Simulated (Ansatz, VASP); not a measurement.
# GaP: programs and potentials compared

```
Ga P
1.0
     0.00000    2.72525    2.72525
     2.72525    0.00000    2.72525
     2.72525    2.72525    0.00000
Ga P
1 1
Direct
  0.00000 0.00000 0.00000
  0.75000 0.75000 0.75000
```

Alike in all runs: task single point; functional RPBE; k mesh 8 × 8 × 8; occupations gaussian, width 0.1 eV; no spin polarisation; no spin-orbit coupling. Pressure is positive in compression and, in plane waves, holds the error of the finite cutoff, which Ansatz's Pulay term estimates and takes out.

| program and potentials | plane-wave cutoff (eV) | notes | band gap (eV) | pressure (GPa) |
| --- | --- | --- | --- | --- |
| Ansatz, Ansatz PAW | 420 | potentials made for PBE, which Ansatz adapts in part; Pulay term of +0.04 GPa included | 1.73 | 4.62 |
| VASP, PBE PAW files Ga_d, P, 520 eV | 520 | potentials made for PBE | 1.73 | 4.44 |
| Ansatz, all-electron LAPW, scalar-relativistic | - | - | 1.74 | 4.58 |

The band gap spans 1.73 (VASP, PBE PAW files Ga_d, P, 520 eV) to 1.74 eV (Ansatz, all-electron LAPW, scalar-relativistic), with all-electron results at 1.74. The pressure spans 4.44 (VASP, PBE PAW files Ga_d, P, 520 eV) to 4.62 GPa (Ansatz, Ansatz PAW), with all-electron results at 4.58. Some sets were made for another functional than the one run, which can shift their rows. The gap is indirect and read on the mesh alone.

Differences between rows come from potentials, basis sets and numerical settings, since the functional is the same but for its coding. Runs on potential files found faulty are left out.

The three runs give practically the same band gap, so the choice of potential hardly matters for it. All three values nevertheless lie well below the measured indirect gap of GaP. This is the familiar shortfall of semilocal Kohn-Sham gaps, which lack the derivative discontinuity of the exchange-correlation potential. The close agreement therefore speaks for the numerical treatment, not for the functional's accuracy.

The positive pressure in every row means that RPBE would expand this cell, whose size is close to the experimental one. Its stronger exchange enhancement favours inhomogeneous densities, which weakens the covalent, partly polar Ga–P bonds and lengthens them at equilibrium. Pressure also separates the runs more clearly than the gap does: Ansatz PAW, at 4.62 GPa, lies close to the all-electron 4.58 GPa, while VASP gives 4.44 GPa, perhaps because the core-valence interaction is described differently. Even so, the spread is small beside the pressure itself, so the tendency to expand belongs to the functional. A single volume doesn't establish the equilibrium lattice constant or the bulk modulus.
